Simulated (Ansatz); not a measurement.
Input of an Ansatz 0.2.0 run:

input.yaml

```yaml
crystal:
  lattice:
    - [0.0, 2.82685, 2.82685]
    - [2.82685, 0.0, 2.82685]
    - [2.82685, 2.82685, 0.0]
  atoms:
    - { symbol: As, position: [0.75, 0.75, 0.75] }
    - { symbol: Ga, position: [0.0, 0.0, 0.0] }
kpoints:
  mp_grid: { grid: [5, 5, 5] }
scf:
  occupations: { method: fermi_dirac, width: 0.04 }
hamiltonian:
  xc: pbe
  pseudopotentials: { kind: all_electron, lapw: { basis_error: 0.003 } }
output:
  forces: true
  stress: true
  eigenvalues: true
```

Potentials or basis: all-electron LAPW, scalar-relativistic.

Command:

```bash
$ ansatz run input.yaml --threads 1 --pin off --max-ram 2560MiB --backend cpu --events-out ev --progress --plain --runs-dir out
```

Q: Estimate the band gap on the k mesh.

A: 0.52 eV, direct.

Q: Predict the pressure.

A: 3.3 GPa.

**Experimental background.**

“Evidence of valence band perturbations in GaAsN/GaAs(001): A combined variable-angle spectroscopic ellipsometry and modulated photoreflectance investigation”, 2008, arxiv:0805.2212 reports, for a bulk crystal of GaAs at 300 K: band gap 1.412 ± 0.01 eV (direct).

A measured gap of GaAs is 1.412 eV (direct; 300 K; “Evidence of valence band perturbations in GaAsN/GaAs(001): A combined variable-angle spectroscopic ellipsometry and modulated photoreflectance investigation”, 2008, arxiv:0805.2212); the calculated 0.52 eV misses it by -0.90 eV. 3 values of this kind are on record (1.412 to 1.51 eV); this one was drawn at random among those near their median, those with a stated uncertainty first. Spin-orbit coupling on As, Ga is left out. The value is that of PBE, without temperature or zero-point motion. Semilocal functionals fall short of measured gaps as a rule.
